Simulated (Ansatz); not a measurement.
**Infrared modes and screening in HfO2 (P4_2/nmc)**

Perturbation theory with PBEsol in Ansatz 0.2.0 on the PBEsol cell, ground state and force constants on a 6×6×4 mesh. The values are computed, spin-unpolarised, and not measurements.

It is tetragonal, P4_2/nmc (No. 137); conventional cell a = 3.567 Å, c = 5.166 Å, 10.96 Å³ an atom. Hf has 8 O at 2.06–2.36 Å; O has 4 Hf at 2.06–2.36 Å.

```cif
data_structure
_symmetry_space_group_name_H-M 'P4_2/nmc:1'
_symmetry_Int_Tables_number 137
_cell_length_a 3.5671
_cell_length_b 3.5671
_cell_length_c 5.1661
_cell_angle_alpha 90.000
_cell_angle_beta 90.000
_cell_angle_gamma 90.000
_cell_volume 65.73
loop_
_atom_site_label
_atom_site_type_symbol
_atom_site_symmetry_multiplicity
_atom_site_Wyckoff_symbol
_atom_site_fract_x
_atom_site_fract_y
_atom_site_fract_z
_atom_site_occupancy
Hf1 Hf 2 a 0.50000 0.50000 0.50000 1
O1 O 4 d 0.00000 0.50000 0.70010 1
```

Optical modes without the longitudinal term:
```tsv
ω (cm⁻¹)	degeneracy	IR intensity, summed over the level ((D/Å)²/amu)
78	2	38.68
99	2	0.00
223	1	0.00
298	1	0.00
315	1	39.98
440	2	0.00
457	2	71.07
590	1	0.00
650	1	0.00
663	2	0.00
```

The zone-centre optical frequencies run from 78 to 663 cm⁻¹, none imaginary (the rest of the zone wasn't tested). With the long-range field the highest mode reaches 702 cm⁻¹. Of the real levels 3 are infrared active, the strongest at 457 cm⁻¹.

The electronic dielectric tensor ε∞ is 5.35 along x and y, 4.85 along z. With the ions relaxed, ε⁰ is 114 along x and y, 18 along z. Born charges, averaged over directions: Hf +5.31, O -2.66 e.

For comparison, on the r2SCAN cell the mean ε∞ is 4.73 with r2SCAN (ground state on 6×6×4; least gap 5.26 eV), 5.07 with PBE (ground state on 6×6×4; least gap 4.73 eV).

No spin-orbit coupling is included; it can move band edges with weight on the heavy atoms by tenths of an eV.
